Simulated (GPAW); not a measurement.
**Core-hole calculation of the Se K edge in zinc-blende (ZnSe)₁₋ₓ(CdSe)ₓ at x = 0**

What does the Se K edge look like in zinc-blende (ZnSe)₁₋ₓ(CdSe)ₓ at x = 0?

Program: GPAW 26.7.0. Level of theory: X-ray absorption from dipole matrix elements to empty bands, plane-wave PAW revPBE. Results are calculated unless marked as measured.

### 1. The structure

Symmetry: F-43m, No. 216, cubic system. Conventional cell: a = 5.668 Å, b = 5.668 Å, c = 5.668 Å, α = 90.00°, β = 90.00°, γ = 90.00°. Zn has 4 Se at 2.45 Å nearest. Se has 4 Zn at 2.45 Å nearest. 16-atom zinc-blende cell, 0 of 8 Zn sites taken by Cd at random, lattice constants typed for the ends and interpolated (Vegard). Farther neighbours and most contacts between anions are not listed.

Coordinates:

```cif
data_structure
_symmetry_space_group_name_H-M 'F-43m'
_symmetry_Int_Tables_number 216
_cell_length_a 5.6680
_cell_length_b 5.6680
_cell_length_c 5.6680
_cell_angle_alpha 90.000
_cell_angle_beta 90.000
_cell_angle_gamma 90.000
_cell_volume 182.09
loop_
_atom_site_label
_atom_site_type_symbol
_atom_site_symmetry_multiplicity
_atom_site_Wyckoff_symbol
_atom_site_fract_x
_atom_site_fract_y
_atom_site_fract_z
_atom_site_occupancy
Zn1 Zn 4 a 0.00000 0.00000 0.00000 1
Se1 Se 4 c 0.25000 0.75000 0.75000 1
```

### 2. The field without a hole

A plain self-consistent run shows whether there is a gap, which decides the set-up of the core-hole run.

File scf.py:

```python
import numpy as np
from ase import Atoms
from ase.parallel import parprint, paropen
from gpaw import GPAW, PW, FermiDirac, Mixer, MixerDif, setup_paths
from gpaw.test import gen
setup_paths.insert(0, '.')
gen('Se', name='nch1s', xcname='revPBE', corehole=(1, 0, 0), write_xml=True)
from gpaw.mpi import world
world.barrier()

atoms = Atoms('ZnSeZnSeZnSeZnSeZnSeZnSeZnSeZnSe',
    cell=[[0, 5.668, 5.668],
     [5.668, 0, 5.668],
     [5.668, 5.668, 0]],
    scaled_positions=[[0, 0, 0],
     [0.125, 0.125, 0.125],
     [0, 0, 0.5],
     [0.125, 0.125, 0.625],
     [0, 0.5, 0],
     [0.125, 0.625, 0.125],
     [0, 0.5, 0.5],
     [0.125, 0.625, 0.625],
     [0.5, 0, 0],
     [0.625, 0.125, 0.125],
     [0.5, 0, 0.5],
     [0.625, 0.125, 0.625],
     [0.5, 0.5, 1],
     [0.625, 0.625, 0.125],
     [0.5, 0.5, 0.5],
     [0.625, 0.625, 0.625]],
    pbc=True)
atoms.calc = calc = GPAW(legacy_gpaw=True, mode=PW(400, force_complex_dtype=True), xc='revPBE', setups={1: 'nch1s'},
    kpts={'size': (4, 4, 4), 'gamma': True}, occupations=FermiDirac(0.05),
    charge=0, mixer=Mixer(0.1, 5, 50), maxiter=150,
    convergence={'density': 0.0001, 'eigenstates': 1e-6}, txt='scf.txt')
energy = atoms.get_potential_energy() + calc.get_reference_energy()
ef = calc.get_fermi_level()
out = dict(energy=energy, fermi=ef, forces=atoms.get_forces().tolist())
parprint(f'all-electron energy {energy:.4f} eV, Fermi level {ef:.4f} eV')
ev = np.array([[calc.get_eigenvalues(k, s) for k in range(len(calc.get_ibz_k_points()))] for s in range(calc.get_number_of_spins())])
out['homo'], out['lumo'], out['counts'] = ev[ev < ef].max(), ev[ev > ef].min(), sorted(set((ev < ef).sum((0, 2)).tolist()))
out['filled'] = (ev[:, 0] < ef).sum(1).tolist()
import json
with paropen('out.json', 'w') as f:
    json.dump(out, f)
```

The run is started by

```sh
OMP_NUM_THREADS=1 mpirun -n 4 gpaw python scf.py
```

Numbers of over 12 decimals in the logs are rounded to 6 here.

Log:

```text
Input parameters:
  convergence: {density: 0.0001,
                eigenstates: 1e-06}
  kpts: {gamma: True,
         size: (4, 4, 4)}
  maxiter: 150
  mixer: {backend: pulay,
          beta: 0.1,
          method: separate,
          nmaxold: 5,
          weight: 50}
  mode: {ecut: 400.0,
         force_complex_dtype: True,
         name: pw}
  occupations: {fixmagmom: False,
                name: fermi-dirac,
                width: 0.05}
  setups: {1: nch1s}
  xc: revPBE

Initialize ...

[... PAW data sets ...]

Reference energy: -919788.982972  # eV

Spin-paired calculation

[... convergence settings ...]
Symmetries present (total): 6
  [... symmetry matrices ...]

64 k-points: 4 x 4 x 4 Monkhorst-Pack grid + [1/8,1/8,1/8]
13 k-points in the irreducible part of the Brillouin zone
       k-points in crystal coordinates                weights
   0:     0.00000000    0.00000000    0.00000000          1/64
   1:     0.25000000    0.00000000   -0.25000000          6/64
   2:     0.25000000    0.00000000    0.00000000          6/64
   3:     0.25000000    0.25000000   -0.25000000          6/64
   4:     0.25000000    0.25000000    0.00000000          6/64
   5:     0.25000000    0.25000000    0.25000000          2/64
   6:     0.50000000    0.00000000    0.00000000          3/64
   7:     0.50000000    0.25000000   -0.25000000          6/64
   8:     0.50000000    0.25000000    0.00000000         12/64
   9:     0.50000000    0.25000000    0.25000000          6/64
          ...
  12:     0.50000000    0.50000000    0.50000000          1/64

Wave functions: Plane wave expansion
  Cutoff energy: 400.000 eV
  Number of coefficients (min, max): 6586, 6652
  Pulay-stress correction: 0.000000 eV/Ang^3 (de/decut=0.000000)
  Using FFTW library
  Wavefunction extrapolation:
    Improved wavefunction reuse through dual PAW basis

Occupation numbers: Fermi-Dirac:
  width: 0.0500  # eV

Eigensolver
   Davidson(niter=2)

Densities:
  Coarse grid: 40*40*40 grid
  Fine grid: 80*80*80 grid
  Total Charge: 0.000000

Density mixing:
  Method: separate
  Backend: pulay
  Linear mixing parameter: 0.1
  old densities: 5
  Width of damping distribution: 1.1
  Damping of long wavelength oscillations: 50

[... Hamiltonian set-up ...]
Number of atoms: 16
Number of atomic orbitals: 104
Number of bands in calculation: 91
Number of valence electrons: 144
Bands to converge: occupied

... initialized

Initializing position-dependent things.

Density initialized from atomic densities
Creating initial wave functions:
  91 bands from LCAO basis set

                             Se
                                  Zn
                    Se   Zn
                      Se

             Se             Se
                  Zn
                   Se
         Zn            Zn
                    Se
            SeZn
                Zn

       Zn

Atomic positions and initial magnetic moments

Positions:
   0 Zn     0.000000    0.000000    0.000000    ( 0.0000,  0.0000,  0.0000)
   1 Se     1.417000    1.417000    1.417000    ( 0.0000,  0.0000,  0.0000)
   2 Zn     2.834000    2.834000    0.000000    ( 0.0000,  0.0000,  0.0000)
   3 Se     4.251000    4.251000    1.417000    ( 0.0000,  0.0000,  0.0000)
   4 Zn     2.834000    0.000000    2.834000    ( 0.0000,  0.0000,  0.0000)
   5 Se     4.251000    1.417000    4.251000    ( 0.0000,  0.0000,  0.0000)
   6 Zn     5.668000    2.834000    2.834000    ( 0.0000,  0.0000,  0.0000)
[...]
13 Se     4.251000    4.251000    7.085000    ( 0.0000,  0.0000,  0.0000)
  14 Zn     5.668000    5.668000    5.668000    ( 0.0000,  0.0000,  0.0000)
  15 Se     7.085000    7.085000    7.085000    ( 0.0000,  0.0000,  0.0000)

Unit cell:
           periodic     x           y           z      points  spacing
  1. axis:    yes    0.000000    5.668000    5.668000    40     0.1636
  2. axis:    yes    5.668000    0.000000    5.668000    40     0.1636
  3. axis:    yes    5.668000    5.668000    0.000000    40     0.1636

  Lengths:   8.015762   8.015762   8.015762
  Angles:   60.000000  60.000000  60.000000

Effective grid spacing dv^(1/3) = 0.1785

iter:   1   -44.196735
iter:   2   -44.398533   -0.35  -1.22
iter:   3   -43.473551   -1.12  -1.28
iter:   4   -43.624170   -1.63  -1.61
iter:   5   -44.325206   -1.22  -1.71
iter:   6   -43.754423   -2.21  -1.92
iter:   7   -43.712728   -2.71  -2.33
iter:   8   -43.584350   -1.88  -2.41
iter:   9   -43.574955   -3.23  -2.72
iter:  10   -43.575134c  -3.91  -3.30
iter:  11   -43.582632c  -3.37  -3.32
iter:  12   -43.575875c  -4.00  -3.13
iter:  13   -43.575282c  -4.08  -3.55
iter:  14   -43.575314c  -5.18  -3.97
iter:  15   -43.575655c  -4.86  -3.93
iter:  16   -43.575439c  -5.92  -3.70
iter:  17   -43.575307c  -5.40  -3.80
iter:  18   -43.575295c  -5.80  -3.98
iter:  19   -43.575315c  -6.13c -4.12c

Converged after 19 iterations.

Dipole moment: (-28.751559, -28.751559, -28.751559) |e|*Ang

Energy contributions relative to reference atoms: (reference = -919788.982972)

Kinetic:       +115.419007
Potential:      -97.550944
External:        +0.000000
XC:             -60.699273
Entropy (-ST):   -0.000000
Local:           -0.744106
SIC:             +0.000000
--------------------------
Free energy:    -43.575315
Extrapolated:   -43.575315

Showing only first 2 kpts
 Kpt  Band  Eigenvalues  Occupancy
  0    70      3.95303    2.00000
  0    71      3.95303    2.00000
  0    72      5.37043    0.00000
  0    73      6.59290    0.00000

  1    70      3.07611    2.00000
  1    71      3.75099    2.00000
  1    72      7.11639    0.00000
  1    73      7.46334    0.00000

Fermi level: 4.69640

Gap: 1.417 eV
Transition (v -> c):
  (s=0, k=0, n=71, [0.00, 0.00, 0.00]) -> (s=0, k=0, n=72, [0.00, 0.00, 0.00])
No difference between direct/indirect transitions

Forces in eV/Ang:
  0 Zn   -0.00005   -0.00005   -0.00005
  1 Se    0.00003    0.00003    0.00003
  2 Zn   -0.00004   -0.00004   -0.00005
  3 Se   -0.00006   -0.00006    0.00002
  4 Zn   -0.00004   -0.00005   -0.00004
  5 Se   -0.00006    0.00002   -0.00006
  6 Zn   -0.00002   -0.00005   -0.00005
[...]
13 Se   -0.00009   -0.00009    0.00007
 14 Zn   -0.00003   -0.00003   -0.00003
 15 Se    0.00006    0.00006    0.00006
Scalar-relativistic atomic revPBE calculation for Se (Selenium, Z=34)
Core hole in 1s state (1s occupation: 2.0)
600 radial gridpoints.
|------------------------------------------------|
|------------------------------------------------|
[... the atom generator's iteration count ...]

Energy contributions:
-------------------------
Kinetic:    +2477.971916
XC:           -87.964052
Potential:  -4819.436766
-------------------------
Total:      -2429.428902

state      eigenvalue         ekin         rmax
-----------------------------------------------
1s^2.0 :  -459.271306   587.321016        0.029
2s^2.0 :   -59.039756   114.360491        0.164
2p^6.0 :   -51.947080   111.146233        0.132
3s^2.0 :    -7.844713    26.896934        0.502
3p^6.0 :    -5.622153    24.298796        0.500
3d^10.0:    -1.950171    19.203184        0.453
4s^2.0 :    -0.632740     3.600676        1.515
4p^4.0 :    -0.237876     2.227917        1.813
-----------------------------------------------
(units: Bohr and Hartree)

Generating PAW setup
Kinetic energy of the core from tauc = 2492.509997644636
Cutoffs:
rc(s)=1.600
rc(p)=1.900
rc(d)=1.600
rc(vbar)=1.440
rc(comp)=1.600
rc(nct)=1.900

Kinetic energy of the core states: 2461.858897
Charge: 0.0
Core electrons: 28.0
Valence electrons: 6.0
Pseudo-core charge: 1.075173
Shape function alpha=3.906
Pseudo-electron charge 7.361945
state    eigenvalue         norm
--------------------------------
4s(2) :    -0.632740     1.089437
*s    :     0.367260
4p(4) :    -0.237876     1.026974
*p    :     0.762124
*d    :     0.000000
--------------------------------

Diagonalizing with gridspacing h=0.050

state   all-electron     PAW
-------------------------------
4s:      -0.632740    -0.633239
4p:      -0.237876    -0.238247
*d:                    0.036915
*f:                    0.071179
-------------------------------
all-electron energy -919832.5583 eV, Fermi level 4.6964 eV
```

The job ended after 1.9 min (4 MPI ranks of Arm Neoverse V1, shared host; peak memory 0.37 GiB; 7.6 min of CPU time).

The mesh shows a gap of 1.42 eV. The excited electron is kept all the same, so that all members of the series, with or without a gap, are treated alike.

### 3. Reference energy of the cell

The photon energy needs a difference of total energies, so the cell and mesh of the coming hole run are first run without a hole.

scf.py, as its differences from that of step 2:

```diff
@@ -26,3 +26,3 @@
      [0.625, 0.125, 0.625],
-     [0.5, 0.5, 1],
+     [0.5, 0.5, 0],
      [0.625, 0.625, 0.125],
@@ -32,3 +32,3 @@
 atoms.calc = calc = GPAW(legacy_gpaw=True, mode=PW(400, force_complex_dtype=True), xc='revPBE', setups={1: 'nch1s'},
-    kpts={'size': (4, 4, 4), 'gamma': True}, occupations=FermiDirac(0.05),
+    kpts={'size': (3, 3, 3), 'gamma': True}, occupations=FermiDirac(0.02),
     charge=0, mixer=Mixer(0.1, 5, 50), maxiter=150,
```

Log:

```text
Input parameters:
  convergence: {density: 0.0001,
                eigenstates: 1e-06}
  kpts: {gamma: True,
         size: (3, 3, 3)}
  maxiter: 150
  mixer: {backend: pulay,
          beta: 0.1,
          method: separate,
          nmaxold: 5,
          weight: 50}
  mode: {ecut: 400.0,
         force_complex_dtype: True,
         name: pw}
  occupations: {fixmagmom: False,
                name: fermi-dirac,
[...]
4s(2) :    -0.632740     1.089437
*s    :     0.367260
4p(4) :    -0.237876     1.026974
*p    :     0.762124
*d    :     0.000000
--------------------------------

Diagonalizing with gridspacing h=0.050

state   all-electron     PAW
-------------------------------
4s:      -0.632740    -0.633239
4p:      -0.237876    -0.238247
*d:                    0.036915
*f:                    0.071179
-------------------------------
all-electron energy -919832.5173 eV, Fermi level 4.4215 eV
[key lines of the parts left out:]
Converged after 15 iterations.
Dipole moment: (-28.738285, -28.738285, -28.738285) |e|*Ang
Free energy:    -43.534289
Fermi level: 4.42150
```

Elapsed: 41 s, on 4 MPI ranks; peak memory 0.28 GiB.

Reference energy: -919832.517 eV with the cores included.

(Continued in part 2 of 2.)

[Banner, clock and machine lines of the logs are left out without a mark of their own.]

[Logs are printed without paths, hosts, clocks, repeated set-up lines and the standing remarks that a program may print on its own settings, such as how far it seeks lower states.]

[Hosts, paths, dates, database ids (printed as entryN), source tags and the programs' standing remarks are cut or masked in the printed files.]

[Lists of maxima count a maximum above −3 eV only where it reaches 4 % of the highest in the window and stands out from its surroundings by 2 % of it (1.5 % where it reaches 55 %); shoulders and weaker maxima are passed over, and of the rest the first, up to two pre-edge ones and the few strongest are named.]
